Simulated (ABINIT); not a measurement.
KI:

```
CELL_PARAMETERS angstrom
0.00000 3.53277 3.53277
3.53277 0.00000 3.53277
3.53277 3.53277 0.00000
ATOMIC_POSITIONS crystal
I 0.50000 0.50000 0.50000
K 0.00000 0.00000 0.00000
```

Base run:

```yaml
Program: ABINIT 10.8.3 (patched build)
Functional: PBEsol
Potentials_or_basis: PseudoDojo NC SR PBEsol v0.4.1 standard
Cutoff: 1007 eV
k_mesh: 7 × 7 × 7
Occupations: fermi-dirac, width 0.05 eV
Spin: no spin polarisation
```

Its results: band gap on the k mesh 3.82 eV, direct; pressure -0.3 GPa.

The run is repeated on the same cell with these changes: functional from PBEsol to r2SCAN; potentials or basis from PseudoDojo NC SR PBEsol v0.4.1 standard to JTH PAW PBE v2.0; cutoff from 1007 eV to 517 eV. What comes out?

Band gap on the k mesh 4.61 eV, direct; pressure 0.2 GPa.

Caveats: spin-orbit coupling is left out, which moves the levels of the heavy elements; the PAW data sets were made with another functional, which shifts forces and pressure a little (some runs).
